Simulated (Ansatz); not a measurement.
PbSe (Clausthalite):

```
Pb Se
1.0
     0.00000    3.06065    3.06065
     3.06065    0.00000    3.06065
     3.06065    3.06065    0.00000
Pb Se
1 1
Direct
  0.00000 0.00000 0.00000
  0.50000 0.50000 0.50000
```

Program: Ansatz 0.2.0. Alike in all runs: task band structure; cell as given; cutoff (eV) 420; smearing fermi-dirac 0.05 eV. Hardware: 2 threads of Arm Neoverse V1 (shared host).

Problem. Order these runs on this cell by their wall time, lowest first.
A. level PBEsol; potentials or basis Ansatz PAW; spin SOC, no magnetisation; k mesh 8 × 8 × 8; points for each segment of the path 14; mesh quality not flagged
B. level PBE; potentials or basis Ansatz PAW polarizable; spin off; k mesh 8 × 8 × 8; points for each segment of the path 14; mesh quality not flagged
C. level HISS; potentials or basis Ansatz PAW; spin off; k mesh 4 × 4 × 4; points for each segment of the path 4; mesh quality coarse

Solution. B (2.7 s), A (20 s), C (160 s).

Caveats: some runs use coarse meshes.
